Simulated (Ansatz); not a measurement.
Calculated coordination and ¹⁷O quadrupole coupling for HfO2 at a changed volume

Cell: an entry of the Crystallography Open Database (COD), relaxed with PBE at fixed cell and then changed (volume scaled by 0.94, ions relaxed).

Space group P2_1/c (No. 14); a = 5.0135, b = 5.0798, c = 5.1762 Å, β = 99.35°.

| site | Wyckoff | site symmetry | x | y | z |
| --- | --- | --- | --- | --- | --- |
| Hf | 4e | 1 | 0.2778 | 0.0407 | 0.2081 |
| O5 | 4e | 1 | 0.4415 | 0.7608 | 0.4865 |
| O9 | 4e | 1 | 0.0856 | 0.3648 | 0.3176 |

One atom of each set is listed.

All values are calculated (Ansatz; DFT, PBE, plane waves and PAW, scalar-relativistic, 420 eV cutoff, Γ-centred 6×6×6 k-points, Fermi–Dirac smearing 0.02 eV), not measured.

Q(¹⁷O) = -25.58 mb.

Q: Order the O environments from the weakest to the strongest quadrupole coupling.
A. O9: 3 Hf at 2.01–2.15 Å; also 1 Hf at 3.34 Å
B. O5: 4 Hf at 2.09–2.18 Å

A: B (0.778 MHz, η = 0.79), A (1.08 MHz, η = 0.85).

Like point charges on the first shell alone (each adding as 1/d³) would give the same order.

Without spin–orbit coupling the gradients at and beside Hf can be off by some per cent, at some sites by more. At this changed cell the PBE pressure is 18 GPa.
